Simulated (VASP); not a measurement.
CoO:

```
Co O
1.0
    -1.50800    1.50800    2.10725
     1.50800   -1.50800    2.10725
     1.50800    1.50800   -2.10725
Co O
1 1
Direct
  0.00000 0.00000 0.00000
  0.50000 0.50000 0.00000
```

Base run:

- Program: VASP 6.6.1
- Functional: PBE
- Potentials or basis: VASP PAW PBE potentials, release 64 (Co, O)
- Cutoff: 520 eV
- k mesh: 9 × 9 × 9
- Occupations: gaussian, width 0.05 eV
- Spin: collinear spin, random start
- Starting moments: [1.7, 0.0] μB
- Hubbard terms: Co d U = 4 eV

Its results: band gap on the k mesh none (metal or under the smearing width); pressure 0.1 GPa; net moment 3.00 μB per cell; site moments Co +2.77; O +0.23 μB.

Task: The run is repeated on the same cell with these changes: hubbard terms from Co d U = 4 eV to none; moments at the start from [1.7, 0.0] to [1.8, 0.0]. What comes out?

Result: Band gap on the k mesh none (metal or under the smearing width); pressure -1.1 GPa; net moment 2.85 μB per cell; site moments Co +2.52; O +0.28 μB.

Caveats: a cell with one magnetic atom can't hold antiferromagnetic order, which such compounds often take; semilocal functionals often make such compounds metallic where correlation or magnetic order opens a gap, which also shifts bond lengths (some runs).
